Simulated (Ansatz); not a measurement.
# Zone-centre phonons of AlP at 15 GPa: input and output

Theory: Ansatz, DFT PBE, scalar-relativistic, plane waves, PAW.

Launched with:
```bash
ansatz run input.yaml --threads 1 --pin off --max-ram 3072MiB --backend cpu --events-out ev --progress --plain --runs-dir out
```

Input (bare energies are in eV):
```yaml
crystal:
  lattice:
    - [0.0, 2.6310600991, 2.6310600991]
    - [2.6310600991, 0.0, 2.6310600991]
    - [2.6310600991, 2.6310600991, 0.0]
  atoms:
    - { symbol: Al, position: [0.0, 0.0, 0.0] }
    - { symbol: P, position: [0.75, 0.75, 0.75] }
basis:
  ecutwfc: 420
kpoints:
  mp_grid: { grid: [10, 10, 10] }
hamiltonian:
  xc: pbe
scf:
  occupations: { method: fixed }
output:
  eigenvalues: true
phonons:
  method: dfpt
  dielectric: true
  rigid_motions: translations
  eigenvectors: true
```

The end of the output:
```
--- Phonons (Γ-DFPT): 2 representative perturbations + reference, on 171 of 1000 k-points (Σ response iterations 6) ---
  k mesh reduced under 4 symmetry operations, with k and −k counted as one. Each operation leaves every solved perturbation unchanged. A smaller set is not considered because the run solves the response ...
  ASR residual: 1.086e-4 → 0.000e0 eV/Å²; symmetrization residual: 2.471e-8 eV/Å²
  ASR residual per site (eV/Å²): 8.05e-5 1.09e-4
  Γ frequencies (cm⁻¹): 0.00 0.00 0.00 501.84 501.84 501.84
  ε∞ (high-frequency dielectric tensor):
        8.052368    -0.000000     0.000000
       -0.000000     8.052368     0.000000
        0.000000     0.000000     8.052368
  ε⁰ (static dielectric tensor: ions relaxed, cell fixed):
        9.797622    -0.000000     0.000000
       -0.000000     9.797622     0.000000
        0.000000     0.000000     9.797622
  ε⁰ − ε∞ (ionic part):
        1.745254     0.000000     0.000000
        0.000000     1.745254     0.000000
        0.000000     0.000000     1.745254
  softest optical mode at Γ: 501.84 cm⁻¹; the repairs (sum rule, projections) moved no ω² at Γ by more than (0.98 cm⁻¹)²
  Born effective charges Z* (e; rows j = field, columns β = displacement):
    site 0:
         2.16610   -0.00000    0.00000
         0.00000    2.16610    0.00000
         0.00000    0.00000    2.16610
    site 1:
        -2.16610    0.00000   -0.00000
        -0.00000   -2.16610   -0.00000
        -0.00000   -0.00000   -2.16610
  Z* charge neutrality: 2.155e-4 e pre-enforcement
  solved inside a basis spanned on kpoints, on 10×10×10 k-points, its susceptibility summed on 14×14×14: ε∞ is read to err by 2.2e-2, Z* by 7.1e-3 e (field_mesh: kpoints solves on kpoints); Z* is corrected for ...
  optical modes at Γ without the LO–TO term, one row a degenerate level:
      ω (cm⁻¹) modes IR ((D/Å)²/amu)
        501.84      3            22.5202
  optical modes at Γ + LO–TO along q̂ = [1.0000, 0.0000, 0.0000]:
      ω (cm⁻¹) modes IR ((D/Å)²/amu)
        501.84      2            15.0135
        553.56      1             7.5067
  optical modes at Γ + LO–TO along q̂ = [0.0000, 1.0000, 0.0000]:
      ω (cm⁻¹) modes IR ((D/Å)²/amu)
        501.84      2            15.0135
        553.56      1             7.5067
  optical modes at Γ + LO–TO along q̂ = [0.0000, 0.0000, 1.0000]:
      ω (cm⁻¹) modes IR ((D/Å)²/amu)
        501.84      2            15.0135
        553.56      1             7.5067
```

The run took 16 s on 1 thread of AMD EPYC 9R45 96-Core Processor (Zen 5), on a shared host, peak memory 0.55 GiB.